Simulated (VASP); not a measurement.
# Mo in VASP: single point with PBE

Aim: the single point of Mo with PBE.

Program: VASP 6.6.1. These are calculated values, not measurements. Logs are shortened: lines on timing, memory, paths and dates and some standing lists are left out, and cuts for length are marked.

## (1) Starting point

The cell holds a slab with vacuum, 4 atoms: a = 3.123 Å, b = 3.123 Å, c = 26.563 Å, α = 90.00°, β = 90.00°, γ = 90.00°.

The cell was built by a generator and needn't be a form met in nature.

## (2) Single point, PBE

Input file INCAR:

```
SYSTEM = Mo
PREC = Accurate
ENCUT = 520
EDIFF = 1E-6
ISMEAR = 1
SIGMA = 0.1
LREAL = .False.
LASPH = .True.
NELM = 100
ALGO = Fast
ISIF = 2
LWAVE = .False.
LCHARG = .True.
LDIPOL = .True.
IDIPOL = 3
DIPOL = 0.5 0.5 0.672
GGA = PE
LELF = .True.
LVHAR = .True.
LVACPOTAV = .True.
NBANDS = 36
```

Input file KPOINTS:

```
Automatic mesh
0
Gamma
  12 12 1
  0 0 0
```

Input file POSCAR:

```
Mo
1.0
    3.1228099925      0.0000000000      0.0000000000
    0.0000000000      3.1228099925      0.0000000000
    0.0000000000      0.0000000000     26.5625721684
Mo
4
Direct
    0.5000000000      0.5000000000      0.5856466742
    0.0000000000      0.0000000000      0.6411519798
    0.5000000000      0.5000000000      0.7045501505
    0.0000000000      0.0000000000      0.7564840048
```

Potentials or basis: VASP PAW PBE potentials, release 64 (Mo_sv).

Run with:

```bash
cat potpaw_PBE.64/Mo_sv/POTCAR > POTCAR
mpirun -np 1 vasp_std > vasp.out
```

OUTCAR:

```text
SYSTEM = Mo
   PREC = Accurate
   ENCUT = 520
   EDIFF = 1E-6
   ISMEAR = 1
   LREAL = .False.
   LASPH = .True.
   NELM = 100
   ISIF = 2
   GGA = PE

 ion  position               nearest neighbor table
   1  0.500  0.500  0.586-   2 2.66   2 2.66   2 2.66   2 2.66   3 3.16
   2  0.000  0.000  0.641-   1 2.66   1 2.66   1 2.66   1 2.66   3 2.78   3 2.78   3 2.78   3 2.78
                             4 3.06
   3  0.500  0.500  0.705-   4 2.60   4 2.60   4 2.60   4 2.60   2 2.78   2 2.78   2 2.78   2 2.78
                             1 3.16
   4  0.000  0.000  0.756-   3 2.60   3 2.60   3 2.60   3 2.60   2 3.06

  LATTYP: Found a simple tetragonal cell.
 ALAT       =     3.1228099925
 C/A-ratio  =     8.5059841080

  Lattice vectors:

 A1 = (   3.1228099925,   0.0000000000,   0.0000000000)
 A2 = (   0.0000000000,   3.1228099925,   0.0000000000)
 A3 = (   0.0000000000,   0.0000000000,  26.5625721684)

Analysis of symmetry for initial positions (statically):
=====================================================================
 Subroutine PRICEL returns:
 Original cell was already a primitive cell.

 Routine SETGRP: Setting up the symmetry group for a
 simple tetragonal supercell.

 Subroutine GETGRP returns: Found  8 space group operations
 (whereof  8 operations were pure point group operations)
 out of a pool of 16 trial point group operations.

The static configuration has the point symmetry C_4v.

Analysis of symmetry for dynamics (positions and initial velocities):
=====================================================================
 Subroutine PRICEL returns:
 Original cell was already a primitive cell.

 Routine SETGRP: Setting up the symmetry group for a
 simple tetragonal supercell.

 Subroutine GETGRP returns: Found  8 space group operations
 (whereof  8 operations were pure point group operations)
 out of a pool of 16 trial point group operations.

The dynamic configuration has the point symmetry C_4v.

 Subroutine INISYM returns: Found  8 space group operations
 (whereof  8 operations are pure point group operations),
 and found     1 'primitive' translations

----------------------------------------------------------------------------------------

                                     Primitive cell

  volume of cell :     259.0367

  direct lattice vectors                    reciprocal lattice vectors
[... 96 lines left out ...]
   NFREE  =      0    steps in history (QN), initial steepest desc. (CG)
   ISIF   =      2    stress and relaxation
   ISYM   =      2    0-nonsym 1-usesym 2-fastsym
   POTIM  = 0.5000    time-step for ionic-motion
   TEBEG  =    0.0;   TEEND  =   0.0 temperature during run
   PSTRESS=    0.0 pullay stress
   NELECT =      56.0000    total number of electrons
   NUPDOWN=      -1.0000    fix difference up-down
   EMIN   =  10.00;   EMAX   =-10.00  energy-range for DOS
   EFERMI =   0.00;   METHOD = LEGACY
   ISMEAR =     1;   SIGMA  =   0.10  broadening in eV -4-tet -1-fermi 0-gaus
   EFERMI_NEDOS =   21; number of points for ismear=-14 and -15
   IALGO  =     68    algorithm
   IMIX   =      4    mixing-type and parameters
     AMIX     =   0.40;   BMIX     =  1.00
     AMIX_MAG =   1.60;   BMIX_MAG =  1.00
  volume/ion in A,a.u.               =      64.76       437.02
  Fermi-wavevector in a.u.,A,eV,Ry     =   0.982540  1.856732 13.134869  0.965386
  Thomas-Fermi vector in A             =   2.113631
   LORBIT       =      0    0 simple, 1 ext, 2 COOP (PROOUT), +10 PAW based schemes
   GGA     = PE    functional components
   LHFCALC =     F    Hartree Fock is set to
   AEXX    =    0.0000 exact exchange contribution
   IVDW    =     0    specifies the selected vdW correction
   LEPSILON=     F    determine dielectric tensor
   LRPA    =     F    only Hartree local field effects (RPA)
 non-spin polarized calculation
 RMM-DIIS sequential band-by-band and
 Methfessel and Paxton  Order N= 1 SIGMA  =   0.10
  energy-cutoff  :      520.00
  volume of cell :      259.04
 maximum number of plane-waves:      7056
 NGX is ok and might be reduce to    24
   NGX = 11   NGY = 11   NGZ = 99

 dipolmoment           0.000000      0.000000     -0.000389 electrons x Angstroem

 number of electron      55.9999992 magnetization

 dipolmoment           0.000000      0.000000      0.000779 electrons x Angstroem

 Free energy of the ion-electron system (eV)
  ---------------------------------------------------
  ext. energy  EPLUGINS =         0.00000000
  ---------------------------------------------------
  free energy    TOTEN  =       -39.78785822 eV

  energy without entropy =      -39.79014501  energy(sigma->0) =      -39.78862048

 E-fermi :   0.1283     XC(G=0):  -4.0649

 val. band max:        0.1277139013   @ k =   0.3333   0.2500   0.0000
 cond. band min:       0.1288988929   @ k =   0.5000   0.0833   0.0000
 fundamental gap:      0.0011849916
 Fermi energy:         0.1282502615

 k-point     1 :       0.0000    0.0000    0.0000
  band No.  band energies     occupation
      1     -60.7760      2.00000
      2     -60.6179      2.00000
      3     -60.3027      2.00000
      4     -60.2152      2.00000
      5     -35.0514      2.00000
      6     -34.9731      2.00000
[... 925 lines left out ...]
     35       2.8867      0.00000
     36       3.0702      0.00000

 [... further k-points ...]

------------------------ aborting loop because EDIFF is reached ----------------------------------------

  FORCE on cell =-STRESS in cart. coord.  units (eV):
  Direction    XX          YY          ZZ          XY          YZ          ZX
  --------------------------------------------------------------------------------------
  -------------------------------------------------------------------------------------
  Total       -2.1931801     -2.1931801     -0.6364980      0.0000000      0.0000000      0.0000000
  in kB      -13.5651196    -13.5651196     -3.9368276      0.0000000      0.0000000      0.0000000
  external PRESSURE =     -10.3556889 kB  Pullay stress =       0.0000000 kB

 VOLUME and BASIS-vectors are now :
 -----------------------------------------------------------------------------
  energy-cutoff  :      520.00
  volume of cell :      259.04
      direct lattice vectors                 reciprocal lattice vectors
     3.122809993  0.000000000  0.000000000     0.320224414  0.000000000  0.000000000
     0.000000000  3.122809993  0.000000000     0.000000000  0.320224414  0.000000000
     0.000000000  0.000000000 26.562572168     0.000000000  0.000000000  0.037646957

 POSITION                                       TOTAL-FORCE (eV/Angst)
 -----------------------------------------------------------------------------------
      1.56140      1.56140     15.55628        -0.000000     -0.000000      0.643187
      0.00000      0.00000     17.03065         0.000000     -0.000000     -0.690410
      1.56140      1.56140     18.71466        -0.000000     -0.000000     -0.140307
      0.00000      0.00000     20.09416        -0.000000      0.000000      0.187530
 -----------------------------------------------------------------------------------
    total drift:                                0.000000     -0.000000      0.000495

  FREE ENERGIE OF THE ION-ELECTRON SYSTEM (eV)
  ---------------------------------------------------
  free  energy   TOTEN  =       -39.7878582166 eV

  energy  without entropy=      -39.7901450080  energy(sigma->0) =      -39.78862048

 vacuum level on the upper side and lower side of the slab         3.967         3.953
```

It took 6.3 min on 1 thread of Intel Xeon Platinum 8488C (Sapphire Rapids), shared host; peak memory 0.43 GiB.

Results:

```yaml
Free_energy: -39.7879 eV
Largest_force: 0.690 eV/Å
Band_gap_on_the_k_mesh: none (metal or under the smearing width)
Work_function_of_the_upper_face: 3.84 eV
Work_function_of_the_lower_face: 3.82 eV
```

Forces in eV/Å, atoms in the order of the input:
```
Mo   0.000  0.000  0.643
Mo   0.000  0.000 -0.690
Mo   0.000  0.000 -0.140
Mo   0.000  0.000  0.188
```
